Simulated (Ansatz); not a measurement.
# AgO3: the cost of one run

Method: DFT PBE, scalar-relativistic, plane waves, PAW, in Ansatz 0.2.0.

2 further runs of the same task are left out: 2 set aside as unsound or not needed.

## (1) The system as given

The structure is hexagonal, space group P6/mmm (No. 191). Conventional cell: a = 3.642 Å, b = 3.642 Å, c = 3.844 Å, α = 90.00°, β = 90.00°, γ = 120.00°. Around Ag (site symmetry 6/mmm) lie 8 O at 1.92 to 2.10 Å. O (site symmetry 6/mmm) is surrounded by 2 Ag at 1.92 Å. O (site symmetry -6m2) has 3 Ag at 2.10 Å and 3 O at 2.10 Å as nearest neighbours.

Structure file:

```cif
data_structure
_symmetry_space_group_name_H-M 'P6/mmm'
_symmetry_Int_Tables_number 191
_cell_length_a 3.6421
_cell_length_b 3.6421
_cell_length_c 3.8439
_cell_angle_alpha 90.000
_cell_angle_beta 90.000
_cell_angle_gamma 120.000
_cell_volume 44.16
loop_
_atom_site_label
_atom_site_type_symbol
_atom_site_symmetry_multiplicity
_atom_site_Wyckoff_symbol
_atom_site_fract_x
_atom_site_fract_y
_atom_site_fract_z
_atom_site_occupancy
Ag1 Ag 1 a 0.00000 0.00000 0.00000 1
O1 O 1 b 0.00000 0.00000 0.50000 1
O2 O 2 c 0.33333 0.66667 0.00000 1
```

This is candidate A: anti-Li3N type (P6/mmm, No. 191).

(A quick probe on a coarse mesh, which set the mesh and smearing, is not shown.)

## (3) Rough relaxation on the coarse mesh (candidate A)

File input.yaml:

```yaml
crystal:
  lattice:
    - [3.64209202, 0.0, 0.0]
    - [-1.82104601, 3.1541442123, 0.0]
    - [0.0, 0.0, 3.8438501833]
  atoms:
    - { symbol: Ag, position: [0.0, 0.0, 0.0], spin: 0.13 }
    - { symbol: O, position: [0.0, 0.0, 0.5], spin: 0.72 }
    - { symbol: O, position: [0.3333333333, 0.6666666667, 0.0] }
    - { symbol: O, position: [0.6666666667, 0.3333333333, 0.0] }
basis:
  ecutwfc: 420
kpoints:
  mp_grid: { grid: [6, 6, 4] }
hamiltonian:
  xc: pbe
scf:
  occupations: { method: gaussian, width: 0.1 }
  lower_state_search: "off"
output:
  forces: true
  stress: true
  eigenvalues: true
  populations: true
magnetization:
  spin_polarized: true
relax:
  adjacent_minimum: "off"
  f_tol: 0.04
  max_steps: 70
  cell: { stress_tol: 0.4 }
```

On the command line:

```
ansatz run input.yaml --threads 1 --pin off --max-ram 2560MiB --backend cpu --events-out ev --progress --plain --runs-dir out
```

**Question.** How long does this run take on 1 thread of Intel Xeon Platinum 8259CL at 2.50GHz (Skylake/Cascade Lake), shared host, and how much memory does it need?

About 38 s, with a peak of 0.39 GiB.
